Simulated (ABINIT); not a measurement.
Crystal: Pd.

```
Pd
1.0
     0.00000    1.94650    1.94650
     1.94650    0.00000    1.94650
     1.94650    1.94650    0.00000
Pd
1
Direct
  0.00000 0.00000 0.00000
```

Base run:

| Property | Result |
| --- | --- |
| Program | ABINIT 10.8.3 (patched build) |
| Functional | WC |
| Potentials or basis | JTH PAW PBE v2.0 |
| Cutoff | 626 eV |
| k mesh | 12 × 12 × 12 |
| Occupations | fermi-dirac, width 0.05 eV |
| Spin | no spin polarisation |

Its results: band gap on the k mesh none (metal or under the smearing width); pressure -1.5 GPa.

Task: The run is repeated on the same cell with these changes: functional from WC to AM05. What comes out?

Result: Band gap on the k mesh none (metal or under the smearing width); pressure -3.9 GPa.

Caveats: the PAW data sets were made with another functional, which shifts forces and pressure a little.
